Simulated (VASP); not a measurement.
Here is a VASP 6.6.1 calculation.

INCAR

```
SYSTEM = FeSi
  PREC = Accurate
  ENCUT = 520
  EDIFF = 1E-6
  ISMEAR = 0
  SIGMA = 0.05
  LREAL = .False.
  LASPH = .True.
  NELM = 150
  ALGO = Fast
  ISIF = 2
  LWAVE = .False.
  LCHARG = .False.
  ISPIN = 2
  MAGMOM = 0.05 0
  LORBIT = 11
  LMAXMIX = 4
  GGA = PS
  NBANDS = 17
```

The input KPOINTS:

```
Automatic mesh
0
Gamma
  16 16 16
  0 0 0
```

File POSCAR:

```
FeSi
1.0
    2.7315396637      0.0000000000      0.0000000000
    0.0000000000      2.7315396637      0.0000000000
    0.0000000000      0.0000000000      2.7315396637
Fe Si
1 1
Direct
    0.0000000000      0.0000000000      0.0000000000
    0.5000000000      0.5000000000      0.5000000000
```

Potentials or basis: VASP PAW PBE potentials, release 64 (Fe, Si).

Run with:

```sh
$ cat potpaw_PBE.64/Fe/POTCAR potpaw_PBE.64/Si/POTCAR > POTCAR
$ mpirun -np 1 vasp_std > vasp.out
```

Question: Estimate the band gap on the k mesh.

Answer: None (metal or under the smearing width).

Question: Predict the net moment.

Answer: 0.00 μB per cell.

Question: Estimate the pressure.

Answer: 0.7 GPa.

Caveat: the PAW data sets were made with another functional, which shifts forces and pressure a little.
